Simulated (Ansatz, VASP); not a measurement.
Given: the input of a run of Ansatz 0.2.0 on P.

File input.yaml:

```yaml
crystal:
  lattice:
    - [1.7024017084, 0.9828820846, 3.0873818539]
    - [-1.7024017084, 0.9828820846, 3.0873818539]
    - [0.0, -1.9657641692, 3.0873818539]
  atoms:
    - { symbol: P, position: [0.77291975, 0.77291975, 0.77291975] }
    - { symbol: P, position: [0.22708025, 0.22708025, 0.22708025] }
hamiltonian:
  xc: pbesol
  pseudopotentials: { kind: paw }
kpoints:
  mp_grid: { grid: [9, 9, 9] }
scf:
  occupations: { method: fermi_dirac, width: 0.05 }
output:
  forces: true
  stress: true
  eigenvalues: true
```

Potentials or basis: Ansatz PAW.

Run with:

```console
$ ansatz run input.yaml --threads 1 --pin off --max-ram 3584MiB --backend cpu --events-out ev --progress --plain --runs-dir out
```

Problem. Set up the same calculation for VASP 6.6.1. Potentials there: VASP PAW PBE potentials, release 64 (P).

Solution. As run (the cutoff follows the program's own potentials):

File INCAR:

```
SYSTEM = P
  PREC = Accurate
  ENCUT = 520
  EDIFF = 1E-6
  ISMEAR = -1
  SIGMA = 0.05
  LREAL = .False.
  LASPH = .True.
  NELM = 100
  ALGO = Normal
  ISIF = 2
  LWAVE = .False.
  LCHARG = .False.
  GGA = PS
  NBANDS = 12
```

File KPOINTS:

```
Automatic mesh
0
Gamma
  9 9 9
  0 0 0
```

The input POSCAR:

```
P
1.0
    1.7024017084      0.9828820846      3.0873818539
   -1.7024017084      0.9828820846      3.0873818539
    0.0000000000     -1.9657641692      3.0873818539
P
2
Direct
    0.7729197500      0.7729197500      0.7729197500
    0.2270802500      0.2270802500      0.2270802500
```

Potentials or basis: VASP PAW PBE potentials, release 64 (P).

Launch:

```console
$ cat potpaw_PBE.64/P/POTCAR > POTCAR
$ mpirun -np 1 vasp_std > vasp.out
```

Both were run:

|  | VASP | Ansatz | Ansatz less VASP |
| --- | --- | --- | --- |
| gap on the k mesh at the Fermi level (eV) | none | none | - |
| pressure (GPa) | 2.1 | 2.1 | -0.01 |
| largest component of the traceless stress (GPa) | 1.97 | 2.11 | +0.136 |
| rms of the force components (eV/Å) | 0.287 | 0.308 | +0.0205 |

Atom by atom the forces differ by 0.020 eV/Å (rms over components). A gap of «none» marks a metal or a gap that the smearing closes.

Caveats: the PAW data sets were made with another functional, which shifts forces and pressure a little (VASP); the PAW data sets come from PBE, with cores solved anew for the run's functional, which leaves a small shift of forces and pressure (Ansatz).
